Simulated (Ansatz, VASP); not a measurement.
**Two plane-wave programs on LiH**

```
Li H
1.0
     2.50718    0.00000    0.00000
     0.00000    2.50718    0.00000
     0.00000    0.00000    2.50718
Li H
1 1
Direct
  0.00000 0.00000 0.00000
  0.50000 0.50000 0.50000
```

Change from the starting cell: species swapped into the NbRu type (P4/mmm, No. 123).

Alike in both runs: functional PBE; k mesh 10 × 10 × 10; occupations gaussian, width 0.02 eV; no spin polarisation.

Ansatz relaxed the structure, and its values are those at the end. VASP's run is a single point on that final structure, the one shown.

|  | VASP | Ansatz |
| --- | --- | --- |
| version | VASP 6.6.1 | Ansatz 0.2.0 |
| potentials or method | VASP PAW PBE potentials, release 64 (Li_sv, H) | scalar-relativistic, plane waves, PAW |
| plane-wave cutoff (eV) | 520 | 420 |
| valence electrons in the cell | 4 | 4 |

Ansatz gave:

```
gap on the k mesh at the Fermi level (eV) : 0.71
least direct gap on the mesh (eV)         : 4.21
```

Task: Which values does VASP return?

Result: gap on the k mesh at the Fermi level (eV): 0.73; least direct gap on the mesh (eV): 4.21.

 A k mesh can miss the band edges.
